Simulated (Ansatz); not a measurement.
The guess for MgB₁₂ was made by a generator: random cell by space group and Wyckoff sites (F-43m, No. 216). Lengths were set from tabulated atomic sizes, so they are only a guess.

```yaml
crystal:
  lattice:
    - [0.00000, 4.20307, 4.20307]
    - [4.20307, 0.00000, 4.20307]
    - [4.20307, 4.20307, 0.00000]
  atoms:
    - { symbol: Mg, position: [0.00000, 0.00000, 0.00000] }
    - { symbol: B, position: [0.44132, 0.44132, 0.44132] }
    - { symbol: B, position: [0.44132, 0.44132, 0.67604] }
    - { symbol: B, position: [0.44132, 0.67604, 0.44132] }
    - { symbol: B, position: [0.67604, 0.44132, 0.44132] }
    - { symbol: B, position: [0.57934, 0.92066, 0.92066] }
    - { symbol: B, position: [0.92066, 0.57934, 0.57934] }
    - { symbol: B, position: [0.92066, 0.57934, 0.92066] }
    - { symbol: B, position: [0.57934, 0.92066, 0.57934] }
    - { symbol: B, position: [0.92066, 0.92066, 0.57934] }
    - { symbol: B, position: [0.57934, 0.57934, 0.92066] }
    - { symbol: B, position: [0.25000, 0.25000, 0.25000] }
    - { symbol: B, position: [0.50000, 0.50000, 0.50000] }
```

These are results of DFT PBE, scalar-relativistic, plane waves, PAW in Ansatz, not measurements. Cutoff 420 eV, Gaussian smearing, Γ-centred meshes. Cell and atoms relax first on a coarse mesh and then on a finer one. In between, the cell is made exact in the group found at 0.06 Å. In metals the finer mesh still leaves noise of several meV/atom or more. The steps can't lower the symmetry of their start. No spin polarisation.

A guess keeps its type if space group and coordination stay and the shape of the cell changes little (axis ratios within about 15 %, angles within 6°); the volume may change.

Q: Does this structure survive the relaxation?

A: It doesn't keep its type. The symmetry stays F-43m (No. 216). The volume per atom shrinks by 26.8 %, from 11.4 to 8.4 Å³. The shortest distance goes from 0.85 Å (B–B) to 1.63 Å (B–B). Counting neighbours within 15 % of an atom's shortest distance, the start has B 1/4/10, Mg 12 and the end B 2/4/6, Mg 24. In detail, at the end Mg is surrounded by 12 B at 2.75 Å and 16 B at 3.14–3.28 Å; B on a site of symmetry 3m has 2 B at 1.63–1.65 Å, 3 B at 2.05 Å, 6 B at 2.66–2.70 Å, 6 B at 3.01 Å and 3 Mg at 3.14 Å; B on a site of symmetry 2mm has 4 B at 1.83 Å, 2 B at 2.05 Å, 2 B at 2.50–2.59 Å, 2 Mg at 2.75 Å and 2 B at 2.75 Å; 2 more sites not described.

```cif
data_structure
_symmetry_space_group_name_H-M 'P 1'
_symmetry_Int_Tables_number 1
_cell_length_a 5.3582
_cell_length_b 5.3582
_cell_length_c 5.3582
_cell_angle_alpha 60.000
_cell_angle_beta 60.000
_cell_angle_gamma 60.000
_cell_volume 108.78
loop_
_atom_site_label
_atom_site_type_symbol
_atom_site_fract_x
_atom_site_fract_y
_atom_site_fract_z
_atom_site_occupancy
Mg1 Mg 0.00000 0.00000 0.00000 1
B1 B 0.87203 0.37599 0.37599 1
B2 B 0.37599 0.87203 0.37599 1
B3 B 0.37599 0.37599 0.87203 1
B4 B 0.37599 0.37599 0.37599 1
B5 B 0.57940 0.92060 0.92060 1
B6 B 0.92060 0.57940 0.57940 1
B7 B 0.57940 0.92060 0.57940 1
B8 B 0.92060 0.57940 0.92060 1
B9 B 0.57940 0.57940 0.92060 1
B10 B 0.92060 0.92060 0.57940 1
B11 B 0.25000 0.25000 0.25000 1
B12 B 0.50000 0.50000 0.50000 1
```

The last run used an 8×8×8 mesh for its 13-atom cell and Gaussian smearing of 0.10 eV. A structure relaxed within its symmetry needn't be a true minimum.

In counts of neighbours, a slash parts the counts of unlike sites.
